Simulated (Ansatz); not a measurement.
SrO (Fm-3m): gap, valleys and masses

```xyz
2
Lattice="0.0000 2.5614 2.5614 2.5614 0.0000 2.5614 2.5614 2.5614 0.0000" Properties=species:S:1:pos:R:3 pbc="T T T"
Sr    2.5614    2.5614    2.5614
O     0.0000    0.0000    0.0000
```

The conventional cell has a = 5.123 Å, b = 5.123 Å, c = 5.123 Å, α = 90.00°, β = 90.00°, γ = 90.00°. Sr (atom 1) is surrounded by 6 O at 2.56 Å. O (atom 2) is surrounded by 6 Sr at 2.56 Å.

Unless marked otherwise, the numbers come from PBEsol, all-electron LAPW in Ansatz 0.2.0, with spin-orbit coupling. k mesh 8×8×8, fixed occupations, basis error target 1 meV/atom. The cell was relaxed by PAW under this functional.

Extrema are searched on a 10×10×10 mesh and refined by Newton steps; masses come from band slopes 0.005 Å⁻¹ away, 1/m* = (1/ħ²) d²E/dk², negative for holes (the finite step makes the lightest masses up to about 3 % heavy). k is in units of the reciprocal vectors.

(1) Where are the band edges, and is the gap direct?

(2) What are the electron masses at the edge?

(3) Several bands lie at or near the hole edge, or its surface isn't an ellipsoid. What are the masses by direction?

(4) What gap does PAW give in the same cell?

(5) What does spin-orbit coupling change?

(6) Cells strained by ±0.5 % (all lengths, zz alone, equal engineering shears γ in yz, zx, xy; ions relaxed) give deformation potentials. How do the edge levels move, in eV per unit strain against the centre of the top valence set?

Answers

(1) The valence maximum lies at Gamma (0.000, 0.000, 0.000) and the conduction minimum at X (0.000, -0.500, -0.500), so the Kohn-Sham gap of 3.174 eV is indirect; the least direct gap on the mesh is 3.223 eV. A further conduction extremum at Gamma (0.000, 0.000, 0.000) lies 0.736 eV from the edge (1 equivalent point). A further valence extremum at X (0.000, -0.500, -0.500) lies 0.048 eV from the edge (3 equivalent points).

(2) The principal masses are 0.389, 0.389, 1.21 mₑ. One valley has a density-of-states mass (m₁m₂m₃)^(1/3) = 0.567; 3 valleys give N^(2/3) times that, 1.18; the direction-averaged conductivity mass 3/Σ(1/mᵢ) is 0.503 mₑ.

(3) 

```
direction  branch from the edge (spin pairs averaged)  its level at the point (eV from the edge)   m*/mₑ
      100                                           1                                      0.000   -4.28
      100                                           2                                      0.000  -0.442
      100                                           3                                     -0.064  -0.832
      110                                           1                                      0.000   -1.61
      110                                           2                                      0.000  -0.531
      110                                           3                                     -0.064  -0.834
      111                                           1                                      0.000   -1.22
      111                                           2                                      0.000  -0.595
      111                                           3                                     -0.064  -0.835
     11-2                                           1                                      0.000   -1.61
     11-2                                           2                                      0.000  -0.532
     11-2                                           3                                     -0.064  -0.834
```

(4) 3.176 eV, 2 meV from the LAPW value.

(5) The gap goes from 3.195 to 3.174 eV. The valence levels at the maximum lie at 0.000, 0.000, -0.064 eV (pairs).

(6) 

```
point                  k        side  bands  level (eV)  d/dlnV  d/dε_zz    d/dγ  split/ε_zz  split/γ
Gamma     0.00 0.00 0.00     valence      4       0.000    0.00     0.00   0.00*        2.60     2.05
Gamma     0.00 0.00 0.00  conduction      2       3.910   -7.18    -7.18  -0.01*           –        –
    X   0.00 -0.50 -0.50  conduction      2       3.174    0.71    -0.51  -0.01*           –        –
    X   -0.50 -0.50 0.00  conduction      2       3.174    0.71     3.11  -0.01*           –        –
    L    -0.50 0.00 0.00  conduction      2       6.555   -4.35    -4.35    1.24           –        –
    L  -0.50 -0.50 -0.50  conduction      2       6.555   -4.35    -4.35   -3.78           –        –
```

The quartet at Γ splits by 2|b|ε_zz and by 2√3|d|(γ/2), so |b| = 1.30 eV and |d| = 1.19 eV.

Sets with another level within 0.15 eV are left out, since it mixes in under strain; the reference set stays in any case. Entries marked * vanish by symmetry to first order; what they show is the residue of the finite step. These cells use a basis error target of 0.5 meV/atom.

Keep in mind: semilocal gaps are low, and what follows the gap (onsets, screening, light masses) shifts with it; the frozen-core PAW files of the compared runs were fitted under PBE, their cores solved anew for this functional.
